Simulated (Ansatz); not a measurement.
## Pt in Ansatz: the effect of functional

Crystal: Pt.

```xyz
1
Lattice="-1.5736 1.5736 1.5736 1.5736 -1.5736 1.5736 1.5736 1.5736 -1.5736" Properties=species:S:1:pos:R:3 pbc="T T T"
Pt    0.0000    0.0000    0.0000
```

This isn't the form of Pt at room conditions, which is fcc.

The cell isn't the ideal one: volume scaled by 0.98.

Alike in all runs:

```yaml
Program: Ansatz 0.2.0
Task: single point
Potentials_or_basis: Ansatz PAW
k_mesh: 12 × 12 × 12
Occupations: fermi-dirac, width 0.05 eV
Spin: no spin polarisation
```

```tsv
functional	cutoff	pressure (GPa)
LDA	420 eV (not typed: the program's choice for these potentials)	-11.7
PBEsol	420 eV (not typed: the program's choice for these potentials)	?
r2SCAN	500 eV (not typed: the program's choice for these potentials)	-2.1
```

What does the run with functional PBEsol give?

Pressure -6.6 GPa.

Caveats: the PAW data sets come from PBE, with cores solved anew for the run's functional, which leaves a small shift of forces and pressure.
